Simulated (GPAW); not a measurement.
# PbSe (honeycomb monolayer): G0W0 with GPAW, start to end

Aim: the G0W0 gap of PbSe (honeycomb monolayer) on PBE, step by step.

Program: GPAW 26.7.0. Level of theory: PBE and many-body steps on it, plane waves. Values are calculated unless marked as measured.

### Step 1. Set-up

The cell holds 2 atoms: 1 Pb and 1 Se. Its edges and angles: a = 4.077 Å, b = 4.077 Å, c = 11.400 Å, α = 90.0°, β = 90.0°, γ = 120.0°. Vacuum lies along c.

The structure was relaxed with PBE. The runs that relaxed it are not among those shown.

### Step 2. Ground state

This step: GPAW 26.7.0; DFT, PBE, plane waves, PAW.

The ground-state density comes first.

run.py reads:

```python
import json
import numpy as np
from gpaw.mpi import world
from ase import Atoms
from gpaw import GPAW, PW, FermiDirac

atoms = Atoms(['Pb', 'Se'],
    cell=[[4.0768920050, 0.0000000000, 0.0000000000],
      [-2.0384460025, 3.5306920448, 0.0000000000],
      [0.0000000000, 0.0000000000, 11.4000000000]],
    scaled_positions=[[0.3333333333, 0.6666666667, 0.4318425891],
      [0.6666666667, 0.3333333333, 0.5681581760]],
    pbc=(True, True, False))
calc = GPAW(mode=PW(450),
    xc='PBE',
    kpts={'size': (9, 9, 1), 'gamma': True},
    occupations=FermiDirac(0.001),
    nbands=-7,
    convergence={'density': 1e-6, 'bands': -3},
    maxiter=100,
    txt='gs.txt')
atoms.calc = calc
res = {'energy': atoms.get_potential_energy()}
kpts = calc.get_ibz_k_points()
res['kpts'] = kpts
res['eigenvalues'] = [calc.get_eigenvalues(kpt=k) for k in range(len(kpts))]
res['n_electrons'] = calc.get_number_of_electrons()
calc.write('gs.gpw')

if world.rank == 0:
    with open('result.json', 'w') as f:
        json.dump(res, f, default=lambda x: x.tolist())
```

Started as:

```sh
mpirun -n 4 gpaw python run.py
```

Output:

```text
__  _  _
 | _ |_)|_||  |
 |__||  | ||/\| - 26.7.0

Input parameters:
  mode=PW(ecut=450.000000),
  convergence={'density': 1e-06, 'bands': -3},
  kpts=MonkhorstPack(size=(9, 9, 1), gamma=True),
  maxiter=100,
  nbands=-7,
  occupations=Occupations(name='fermi-dirac', width=0.001, fixmagmom=False),
  xc=XC(name='PBE')
  [... matrices ...]
Diagonalizing LCAO Hamiltonian
Converting LCAO to pw mode

            Se

        Pb

Atoms  # Å, Bohr magnetons
|   | symbol |         x |        y |        z |    initial magnetic moments |
| 0 |     Pb | -0.000000 | 2.353795 | 4.923006 | ( 0.0000,  0.0000,  0.0000) |
| 1 |     Se |  2.038446 | 1.176897 | 6.477003 | ( 0.0000,  0.0000,  0.0000) |

Unit cell  # Å
| periodic |         x |        y |         z |   lengths |     angles |
|      yes |  4.076892 | 0.000000 |  0.000000 |  4.076892 |  90.000000 |
|      yes | -2.038446 | 3.530692 |  0.000000 |  4.076892 |  90.000000 |
|       no |  0.000000 | 0.000000 | 11.400000 | 11.400000 | 120.000000 |

Number of symmetries: 6
Symmetry operations  # r_c * U_cc + t_c -> r_c
|   | kind |            matrix            |
| 0 |  σ   |  1, 1, 0,  0,-1, 0,  0, 0, 1 |
| 1 |  E   |  1, 0, 0,  0, 1, 0,  0, 0, 1 |
| 2 |  C3  |  0, 1, 0, -1,-1, 0,  0, 0, 1 |
| 3 |  σ   |  0,-1, 0, -1, 0, 0,  0, 0, 1 |
| 4 |  σ   | -1, 0, 0,  1, 1, 0,  0, 0, 1 |
| 5 |  C3  | -1,-1, 0,  1, 0, 0,  0, 0, 1 |

BZ-sampling:
  Number of BZ points: 81
  Number of IBZ points: 12

  Monkhorst-Pack size: [9, 9, 1]
  Monkhorst-Pack shift: [0, 0, 0]

K-points  # in reciprocal-cell coordinates
|     |                                coordinates |     weight |
|   0 | (  0.00000000,   0.00000000,   0.00000000) | 0.01234568 |
|   1 | (  0.11111111,   0.00000000,   0.00000000) | 0.07407407 |
|   2 | (  0.22222222,  -0.11111111,   0.00000000) | 0.07407407 |
|   3 | (  0.22222222,   0.00000000,   0.00000000) | 0.07407407 |
|   4 | (  0.33333333,  -0.11111111,   0.00000000) | 0.14814815 |
|   5 | (  0.33333333,   0.00000000,   0.00000000) | 0.07407407 |
|   6 | (  0.33333333,   0.33333333,   0.00000000) | 0.02469136 |
|   7 | (  0.44444444,  -0.22222222,   0.00000000) | 0.07407407 |
|   8 | (  0.44444444,  -0.11111111,   0.00000000) | 0.14814815 |
|   9 | (  0.44444444,   0.00000000,   0.00000000) | 0.07407407 |
| ... |                                            |            |
|  11 | (  0.44444444,   0.44444444,   0.00000000) | 0.07407407 |

Plane wave coefficients: 3579
Cutoff: 450.000000 eV

Spin-components: 1 (collinear spins)
Bands:           17
Projectors:      11
Spin-degeneracy: 2
Datatype:        complex128

  Storage: CPU
  Wave functions: 11_466_432 bytes (2_866_608 per core)
  Projectors: 14_838_912 bytes (3_709_728 per core)
  [... matrices ...]
Parallelization:
  kpt:    4
  domain: 1
  band:   1

Density:
  Valence electrons: 20.0
  Components: 1
  Grid points: [20 20 56]
  Charge: 0.0  # |e|

Potential:
  Grid points: [20 20 56]

species:
  Pb:
    name:    Lead
    Z:       82.0
    valence: 14
    core:    68
    charge:  0.0  # [|e|]
    compensation charges:
      type: gauss
      rc: 0.38  # [Å]
      lmax: 2
    cutoffs:
      filter: 2.36  # [Å]
      core: 2.43  # [Å]
    projectors
    | kind |    occ | energy [eV] | rcut [Å] |
    |   6s |  2.000 |     -11.969 |    1.259 |
    |   6p |  2.000 |      -3.506 |    1.275 |
    |   5d | 10.000 |     -21.211 |    1.217 |
    |    s |        |      15.243 |    1.259 |
    |    p |        |      23.705 |    1.275 |
    |    d |        |       6.001 |    1.217 |

    Using partial waves for Pb as LCAO basis

  Se:
    name:    Selenium
    Z:       34.0
    valence: 6
    core:    28
    charge:  0.0  # [|e|]
    compensation charges:
      type: gauss
      rc: 0.27  # [Å]
      lmax: 2
    cutoffs:
      filter: 1.77  # [Å]
      core: 2.67  # [Å]
    projectors
    | kind |    occ | energy [eV] | rcut [Å] |
    |   4s |  2.000 |     -17.277 |    0.847 |
    |   4p |  4.000 |      -6.512 |    1.005 |
    |    s |        |       9.935 |    0.847 |
    |    p |        |      20.699 |    1.005 |
    |    d |        |       0.000 |    0.847 |

    Using partial waves for Se as LCAO basis

Reference energy: -633377.995495  # eV

eigensolver:
  PPCG
  Converge bands: -3
  niter=2

density mixing:
  MSR1-Mixer
  Pratt-step length: 0.05
  Maximum mixing coefficient: 0.75
  Old densities: 10
  SVD Regularization: 0.005
  Good broyden scale: 1.0
  Trust region scale: 1.0
  Backstep threshold: 4.0
  History deletion threshold: 6.0
  Fourier metric: weight=20.0, sigma=0.015

occupation numbers:
  Fermi-Dirac:
    width: 0.0010  # eV

poisson solver:
  ecut: 3600.000000  # eV

xc functional:
  name: PBE with 2 nearest neighbor stencil

Initialization done in: 0.843 s

convergence criteria:
- Maximum integral of absolute [dens]ity change: 1e-06 electrons / valence electron
- Maximum [total energy] change in last 3 cyles: 0.0005 eV / valence electron
- Maximum integral of absolute [eigenst]ate change: 4e-08 eV^2 / valence electron
maximum number of iterations: 100

SCF iterations
|iter     |     time |      energy | eigst |  dens |
|iter:   1|  |   -8.313629 | +1.26 |       |
|iter:   2|  |   -8.187631 | +0.25 | -1.18 |
|iter:   3|  |   -7.975062 | -1.06 | -1.24 |
|iter:   4|  |   -7.974641 | -2.16 | -1.64 |
|iter:   5|  |   -7.972952c| -2.44 | -1.99 |
|iter:   6|  |   -7.972874c| -3.73 | -2.53 |
|iter:   7|  |   -7.972889c| -4.77 | -3.24 |
|iter:   8|  |   -7.972890c| -5.72 | -3.76 |
|iter:   9|  |   -7.972890c| -6.65 | -4.40 |
|iter:  10|  |   -7.972890c| -7.43c| -4.89 |
|iter:  11|  |   -7.972890c| -7.41c| -5.28 |
|iter:  12|  |   -7.972890c| -7.88c| -5.61 |
|iter:  13|  |   -7.972890c| -8.36c| -6.13c|

Converged in 13 steps
SCF loop duration: 3.257 s (0.251 s/step)
Energy contributions relative to reference atoms: (reference = -633377.995495)
  [... matrices ...]
Energy contributions:
  Kinetic:          15.007307
  Coulomb:         -15.887862
  Zero:             -0.030729
  External:          0.000000
  Xc:               -7.061606
  Entropy:          -0.000000
  Spinorbit:         0.000000
  ----------------------------
  Free energy:      -7.972890
  Extrapolated:     -7.972890

dipole moment: (-1.132745, 0.654012, -0.221270)  # |e|*Ang

Fermi level: -0.887
Eigenvalues  # (at kpt = [0.000, 0.000, 0.000])
| band index |      eig [eV] | occ [0-2] |
|          0 |       -17.662 |     2.000 |
|        ... |               |           |
|          2 |       -17.597 |     2.000 |
|          3 |       -17.582 |     2.000 |
|          4 |       -17.582 |     2.000 |
|          5 |       -14.019 |     2.000 |
|          6 |        -8.324 |     2.000 |
|          7 |        -1.902 |     2.000 |
|          8 |        -1.884 |     2.000 |
|          9 |        -1.884 |     2.000 |
|         10 |         0.174 |     0.000 |
|         11 |         2.972 |     0.000 |
|         12 |         2.972 |     0.000 |
|         13 |         3.186 |     0.000 |
|         14 |         4.261 |     0.000 |
|         15 |         5.959 |     0.000 |
|         16 |         7.368 |     0.000 |

Gap: 1.957 eV
Transition (v -> c):
  (s=0, k=2, n=9, [0.22, -0.11, 0.00]) -> (s=0, k=0, n=10, [0.00, 0.00, 0.00])
Direct/indirect transitions are different
Direct gap: 2.058 eV
Transition at: (s=0, k=0, n=9, [0.00, 0.00, 0.00])
vacuum-level: 3.686  # V
# Writing to gs.gpw (mode='')
  [... matrices ...]
```

Run time: 5.9 s. Hardware: 4 MPI ranks of Arm Neoverse V1, shared host; peak memory 0.7 GiB; 23 s of CPU time.

Read from the output:

- total energy: -7.973 eV
- gap: 1.957 eV
- k of the valence top: 0.2222, -0.1111, 0
- k of the conduction bottom: 0, 0, 0
- least direct gap: 2.058 eV

The gap is indirect, with the least direct gap 0.10 eV higher.

### Step 3. Empty states on the mesh, 6×6×1 mesh, 276 bands

The sums over transitions need many empty states on a uniform mesh; this step solves for them.

run.py reads:

```python
import json
import numpy as np
from gpaw.mpi import world
from gpaw import GPAW

calc = GPAW('gs.gpw').fixed_density(kpts={'size': (6, 6, 1), 'gamma': True},
    parallel={'domain': 1, 'band': 1},
    txt='nscf.txt')
calc.diagonalize_full_hamiltonian(nbands=276)
calc.write('full.gpw', mode='all')
res = {}
kpts = calc.get_ibz_k_points()
res['kpts'] = kpts
res['eigenvalues'] = [calc.get_eigenvalues(kpt=k) for k in range(len(kpts))]
res['n_electrons'] = calc.get_number_of_electrons()

if world.rank == 0:
    with open('result.json', 'w') as f:
        json.dump(res, f, default=lambda x: x.tolist())
```

Started as:

```sh
mpirun -n 4 gpaw python run.py
```

Output:

```text
Diagonalizing LCAO Hamiltonian
Converting LCAO to pw mode
convergence criteria:
- Maximum integral of absolute [eigenst]ate change: 4e-08 eV^2 / valence electron
maximum number of iterations: 100

SCF iterations
|iter     |     time |      energy | eigst |  dens |
|iter:   1|  |             | +1.27 |       |
|iter:   2|  |             | +0.26 |       |
|iter:   3|  |             | -0.73 |       |
[...]
|iter:  10|  |             | -6.42 |       |
|iter:  11|  |             | -7.12 |       |
|iter:  12|  |             | -7.92c|       |
SCF steps: 12
  __  _  _
 | _ |_)|_||  |
 |__||  | ||/\| - 26.7.0

Input parameters:
  mode=PW(ecut=450.000000),
  convergence={'density': 1e-06, 'bands': -3},
  gpts=array([20, 20, 56]),
  kpts=MonkhorstPack(size=(6, 6, 1), gamma=True),
  maxiter=100,
  nbands=17,
  occupations=Occupations(name='fermi-dirac', width=0.001, fixmagmom=False),
  parallel={'domain': 1, 'band': 1},
  xc=XC(name='PBE')
Matrix size: 3513x3513
# Writing to full.gpw (mode='all')
  [... matrices ...]

timing:  # [seconds]
  Total: 80.396  # ━━━━━━━━━━━━━━━━━━━━━━━━━━━━━━━━━━━━━━━━━━━━━━━━━━━━━━━━━━
```

Elapsed: 84 s, on 4 MPI ranks; peak memory 4.2 GiB.

This step gave:

| Quantity | Value |
| --- | --- |
| gap | 1.970 eV |
| k of the valence top | 0.1667, 0, 0 |
| k of the conduction bottom | 0, 0, 0 |
| least direct gap | 2.058 eV |
| k points computed | 7 |
| lowest point of the top converged band, above the valence top | 78.5359 eV |

On this mesh the gap is 1.970 eV.

### Step 4. Screening and self-energy, 6×6×1 mesh, 123 bands, screening to 48 eV

G0W0 replaces the xc potential by the self-energy, built once from these orbitals. Only a window of levels is corrected, while the sums run over the empty bands that the input names.

This step: G0W0 on PBE, plane waves, PAW.

run.py reads:

```python
import json
import numpy as np
from gpaw.mpi import world
from gpaw.response.g0w0 import G0W0

gw = G0W0('full.gpw',
    filename='gw',
    kpts=[0, 1],
    bands=(8, 12),
    ecut=48,
    nbands=123,
    truncation='2D',
    integrate_gamma='sphere',
    q0_correction=True,
    frequencies={'type': 'nonlinear', 'domega0': 0.15, 'omega2': 15.0},
    eta=0.1,
    nblocksmax=True)
gw.calculate()
res = {mode: {k: v for k, v in r.items() if k != 'sigma_eskwn'}
       for mode, r in gw.all_results.items()}

if world.rank == 0:
    with open('result.json', 'w') as f:
        json.dump(res, f, default=lambda x: x.tolist())
```

Started as:

```sh
mpirun -n 4 gpaw python run.py
```

Output:

```text
Using integrator: PointIntegrator
NonLinearFrequencyDescriptor(from 0.000 to 62.662 eV, 154 points)
Nonperiodic BCs:  [False False  True]
Using integrator: PointIntegrator
NonLinearFrequencyDescriptor(from 0.000 to 62.662 eV, 154 points)
Nonperiodic BCs:  [False False  True]
Applying analytical 2D correction to W:
    Evaluating Gamma point contribution to W on a 17x17x1 grid
  ___  _ _ _
 |   || | | |
 | | || | | |
 |__ ||_____|
 |___|

BZ k-points: Symmetries present (total): 6

  [... matrices ...]
36 k-points: 6 x 6 x 1 Monkhorst-Pack grid + [1/12,1/12,0.000000]
7 k-points in the irreducible part of the Brillouin zone
       k-points in crystal coordinates                weights
   0:     0.00000000    0.00000000    0.00000000          1/36
   1:     0.16666667    0.00000000    0.00000000          6/36
   2:     0.33333333   -0.16666667    0.00000000          6/36
   3:     0.33333333    0.00000000    0.00000000          6/36
   4:     0.33333333    0.33333333    0.00000000          2/36
   5:     0.50000000    0.33333333    0.00000000         12/36
   6:     0.50000000    0.50000000    0.00000000          3/36

Distributing spins, k-points and bands (1 x 2 x 4) over 1 process
Number of blocks: 4

Quasi particle states:
k-points (IBZ indices): [0, 1]
Band range: (8, 12)
  [... matrices ...]
Computational parameters:
Plane wave cut-off: 48 eV
Number of bands: 123
Coulomb cutoff: 2D
Broadening: 0.1 eV

fxc modes: GW
Kernel: RPA
Using full-frequency real axis integration
Summing all q:

Calculating screened Coulomb potential
2D Coulomb truncation
NonLinearFrequencyDescriptor(from 0.000 to 62.662 eV, 154 points)
Removing empty qpoint cache files...

Calculating chi0 body with:
    Ground state adapter containing:
    Number of spins: 1
    Number of kpoints: 36
    Number of irreducible kpoints: 7
    Number of completely occupied states: 10
    Number of partially occupied states: 10
    Occupied states memory: 3.41796875 M / cpu

    Linear response parametrization:
    q_c: [1.387779e-17, 1.387779e-17, 0.0]
    Number of frequency points: 154
    Planewave cutoff: 48.0
    Number of bands: 123
    Number of planewaves: 121
    Broadening (eta): 0.1
    comm.size: 4
    kncomm.size: 1
    blockcomm.size: 4

    Memory estimate of potentially large arrays:
        chi0_wGG: 8.601051 M / cpu
Integrating chi0 body.

Symmetries of q_c:
    Direct symmetries (Uq -> q): 6
    Indirect symmetries (TUq -> q): 6
In total 12 allowed symmetries.

  [... matrices ...]
7 groups of equivalent kpoints. 80.555556% reduction.

Integral kind: spectral function
Integrating chi0 head and wings.

Symmetries of q_c:
    Direct symmetries (Uq -> q): 6
    Indirect symmetries (TUq -> q): 6
In total 12 allowed symmetries.

  [... matrices ...]
7 groups of equivalent kpoints. 80.555556% reduction.

Integral kind: spectral function wings

Calculating chi0 body with:
    Ground state adapter containing:
    Number of spins: 1
    Number of kpoints: 36
    Number of irreducible kpoints: 7
    Number of completely occupied states: 10
    Number of partially occupied states: 10
[... the further q-points ...]

Results:
f:      Occupation numbers
eps:     KS-eigenvalues [eV]
vxc:     KS vxc [eV]
exx:     Exact exchange [eV]
sigma:   Self-energies [eV]
dsigma:  Self-energy derivatives
Z:       Renormalization factors
qp:      QP-energies [eV]

k-point 0 (0): (0.000, 0.000, 0.000)                GW
band       f     eps     vxc     exx   sigma  dsigma       Z      qp
                                                                   GW
   8   1.000  -1.884 -15.065 -17.229   1.567  -0.369   0.730  -2.320
   9   1.000  -1.884 -15.065 -17.229   1.568  -0.371   0.729  -2.319
  10   0.000   0.174 -10.433  -7.263  -2.290  -0.286   0.778   0.858
  11   0.000   2.972 -12.836  -8.473  -3.013  -0.377   0.726   3.953

k-point 1 (1): (0.167, 0.000, 0.000)                GW
band       f     eps     vxc     exx   sigma  dsigma       Z      qp
                                                                   GW
   8   1.000  -2.172 -14.722 -16.995   1.617  -0.369   0.731  -2.651
   9   1.000  -1.796 -12.980 -15.121   1.299  -0.364   0.733  -2.413
  10   0.000   0.840 -11.200  -7.910  -2.271  -0.305   0.766   1.620
  11   0.000   2.185 -11.235  -7.403  -2.743  -0.329   0.753   3.004
```

Elapsed: 33 s, on 4 MPI ranks; peak memory 1.6 GiB.

Read from the output:

```
G0W0 gap on the mesh                         : 3.177 eV
least direct G0W0 gap on the computed points : 3.177 eV
Z at the valence top                         : 0.7293
Z at the conduction bottom                   : 0.7775
starting gap on the mesh                     : 1.970 eV
k of the valence top                         : 0, 0, 0
k of the conduction bottom                   : 0, 0, 0
```

The gap on the mesh goes from 1.97 eV to 3.18 eV, a correction of +1.21 eV.

Limits: finite bands, cutoff and mesh; no spin-orbit coupling. v1 is the top filled band, c1 the lowest empty one. Levels before and after the correction, in eV, zero at the valence-band top of each column:

|  | conduction bottom | valence top |
| --- | --- | --- |
| Kohn-Sham | 1.97 | 0.00 |
| G0W0 | 3.18 | 0.00 |

|  | level | energy (eV) |
| --- | --- | --- |
| Kohn-Sham | Γ v2-v1 | -0.088 |
| Kohn-Sham | Γ c1 | 1.970 |
| Kohn-Sham | Γ c2 | 4.767 |
| G0W0 | Γ v2-v1 | -0.001 |
| G0W0 | Γ c1 | 3.177 |
| G0W0 | Γ c2 | 6.272 |

### Step 5. Where the time went

Times are wall times on 4 MPI ranks of Arm Neoverse V1, shared host, good to a factor of about two.

| step | time | share | memory (GiB) |
| --- | --- | --- | --- |
| ground state | 5.9 s | 5 % | 0.7 |
| empty states on the mesh | 84 s | 68 % | 4.2 |
| screening and self-energy | 33 s | 27 % | 1.6 |

### Step 6. What came out

| Property | Result |
| --- | --- |
| PBE gap | 1.96 eV, indirect |
| G0W0 gap on the mesh | 3.18 eV |
| GW settings | 6×6×1 mesh, 123 bands, screening to 48 eV, full frequency, Hilbert transform |
| known limits | short of the basis limit; no spin-orbit coupling |

What this shows: G0W0 moves the gap on the mesh from 1.97 eV to 3.18 eV (+1.21 eV), with Z of 0.73 and 0.78 at the edges. The dearest step here is «empty states on the mesh». Bands and cutoff are finite, so the gap stands short of the basis limit, usually by up to a few tenths of an eV; the mesh is an error of its own. In this program the long-wavelength screening can come out low in d oxides and layered crystals. Where an edge is built on 6p states of lead, bismuth or thallium, scalar-relativistic gaps usually stand too wide, by a few tenths to over one eV. The many-body steps are scalar-relativistic: spin-orbit coupling is not in them.

[Long decimals in the printed logs are rounded to 6 places.]

[Logs are printed without paths, hosts, clocks, repeated set-up lines and the standing remarks that a program may print on its own settings, such as how far it seeks lower states.]

[Paths, hosts, dates, memory and timing lines, banners, echoed tables and standing remarks are left out of the program output; an Ansatz launch command may be rebuilt from the run's recorded settings. Measured values are a selection of at most five: reports struck by readers or far from the other reports are left out. None is set beside runs whose start may be inverted or whose files or cutoffs have a known fault.]

[Runs of the session that timed out or met a known fault of the program may be left out.]

[Hosts, paths, dates, database ids (printed as entryN), source tags and the programs' standing remarks are cut or masked in the printed files.]

[Where the starting crystal was built by hand or by swapping elements, it need not be the compound's stable phase.]
